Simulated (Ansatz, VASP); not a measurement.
One calculation of Sr, two programs

File INCAR:

```
SYSTEM = Sr
PREC     = Accurate       ! precision mode
ENCUT    = 520            ! plane-wave cutoff, eV
EDIFF    = 1E-7           ! SCF threshold, eV
ISMEAR   = -1             ! smearing method
SIGMA    = 0.05           ! smearing width, eV
LREAL    = .False.        ! projectors in reciprocal space
LASPH    = .True.         ! aspherical terms in the spheres
NELM     = 60             ! most SCF steps
ALGO     = Normal         ! electronic algorithm
ISIF     = 2              ! what is computed and relaxed
LWAVE    = .False.        ! write WAVECAR
LCHARG   = .False.        ! write CHGCAR
GGA      = PE             ! functional
NBANDS   = 17             ! bands
```

The input KPOINTS:

```
regular mesh
0
Gamma
  7 7 4
  0 0 0
```

File POSCAR:

```
Sr
1.0
    4.3667170305      0.0000000000      0.0000000000
   -2.1833585152      3.7816878795      0.0000000000
    0.0000000000      0.0000000000      7.1427737969
Sr
2
Direct
    0.6666666667      0.3333333333      0.7500000000
    0.3333333333      0.6666666667      0.2500000000
```

File input.yaml:

```yaml
crystal:
  lattice:
    - [4.3667170305, 0.0, 0.0]
    - [-2.1833585152, 3.7816878795, 0.0]
    - [0.0, 0.0, 7.1427737969]
  atoms:
    - { symbol: Sr, position: [0.6666666667, 0.3333333333, 0.75] }
    - { symbol: Sr, position: [0.3333333333, 0.6666666667, 0.25] }
hamiltonian:
  xc: pbe
  pseudopotentials: { kind: paw }
kpoints:
  mp_grid: { grid: [7, 7, 4] }
scf:
  occupations: { method: fermi_dirac, width: 0.05 }
output:
  forces: true
  stress: true
  eigenvalues: true
```

Change from the starting cell: volume scaled by 1.04.

Alike in both runs: task single point; functional PBE; k mesh 7 × 7 × 4; occupations fermi-dirac, width 0.05 eV; no spin polarisation.

|  | VASP | Ansatz |
| --- | --- | --- |
| version | VASP 6.6.1 | Ansatz 0.2.0 |
| potentials or method | VASP PAW PBE potentials, release 64 (Sr_sv) | Ansatz PAW |
| plane-wave cutoff (eV) | 520 | 420 |
| valence electrons in the cell | 20 | 20 |

|  | VASP | Ansatz | Ansatz less VASP |
| --- | --- | --- | --- |
| gap on the k mesh at the Fermi level (eV) | none | none | - |
| pressure (GPa) | -0.7 | -0.7 | 0.00 |
| largest component of the traceless stress (GPa) | 0.31 | 0.31 | +0.003 |

A gap of «none» marks a metal or a gap that the smearing closes. With one functional, cell and mesh, what is left measures potentials, basis and numerics.
